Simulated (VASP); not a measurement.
## Sb: equation of state with LDA

The system is Sb.

```
Sb
1.0
     3.28613    0.00000    0.00000
    -1.64307    2.84587    0.00000
     0.00000    0.00000    5.50689
Sb
2
Direct
  0.66667 0.33333 0.75000
  0.33333 0.66667 0.25000
```

This isn't the form of Sb at room conditions, which is rhombohedral.

* Program: VASP 6.6.1
* Task: equation of state
* Functional: LDA
* Potentials or basis: VASP PAW LDA potentials, release 64 (Sb)
* Cutoff: 520 eV
* k mesh: 8 × 8 × 4
* Occupations: fermi-dirac, width 0.05 eV
* Spin: no spin polarisation
* Ladder: gaps
* Further INCAR settings: ALGO = Fast; EDIFF = 1e-06

| Property | Result |
| --- | --- |
| Equilibrium volume | 25.75 Å³/atom |
| Bulk modulus at fixed shape and positions | 73 GPa |
| Pressure derivative of the bulk modulus | 4.6 (rough: it moves with the points fitted) |

Energy against volume, from the lowest point:
| volume (Å³/atom) | energy (meV/atom) |
| --- | --- |
| 24.720 | 10.24 |
| 25.235 | 2.48 |
| 25.750 | 0.00 |
| 26.265 | 2.25 |
| 26.780 | 8.73 |

All runs of the series together: 28 s on 1 thread of Intel(R) Xeon(R) Platinum 8488C (Sapphire Rapids), with other jobs on the host.

Caveat: the cell was scaled at fixed shape and fractional positions, which overstates the stiffness of a crystal with free parameters, most of all of layers and chains. Spin-orbit coupling is left out, which matters for the levels of Sb.
